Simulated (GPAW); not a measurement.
The system is BeTe.

```xyz
2
Lattice="0.0000 2.7700 2.7700 2.7700 0.0000 2.7700 2.7700 2.7700 0.0000" Properties=species:S:1:pos:R:3 pbc="T T T"
Te    4.1550    4.1550    4.1550
Be    0.0000    0.0000    0.0000
```

* Program: GPAW 26.7.0
* Task: relaxation of cell and atoms
* Functional: PBE
* Potentials or basis: GPAW PAW data sets (gpaw-data 1.2.1)
* Cutoff: 800 eV
* Basis: pw
* k mesh: 8 × 8 × 8
* Occupations: fermi-dirac, width 0.05 eV
* Spin: no spin polarisation

At the start: pressure 4.4 GPa; volume 21.25 Å³/atom.

Question: Where does the relaxation end?

Answer: Over 4 steps the energy falls by 19.5 meV/atom and the volume is 22.75 Å³/atom (+7.0 %); space group F-43m (No. 216, to 0.05 Å).

Step by step:
```
step  energy change (eV)  largest force (eV/Å)  pressure (GPa)  volume (Å³)
   1              0.0000                0.0000            4.42        42.51
   2             -0.0133                0.0000            3.52        43.05
   3             -0.0390                0.0000            0.20        45.34
   4             -0.0391                0.0000            0.01        45.49
```

Final structure:
```cif
data_structure
_symmetry_space_group_name_H-M 'P 1'
_symmetry_Int_Tables_number 1
_cell_length_a 4.0070
_cell_length_b 4.0070
_cell_length_c 4.0070
_cell_angle_alpha 60.000
_cell_angle_beta 60.000
_cell_angle_gamma 60.000
_cell_volume 45.49
loop_
_atom_site_label
_atom_site_type_symbol
_atom_site_fract_x
_atom_site_fract_y
_atom_site_fract_z
_atom_site_occupancy
Te1 Te 0.75000 0.75000 0.75000 1
Be1 Be 0.00000 0.00000 0.00000 1
```

Caveat: later steps reuse the first step's grids.
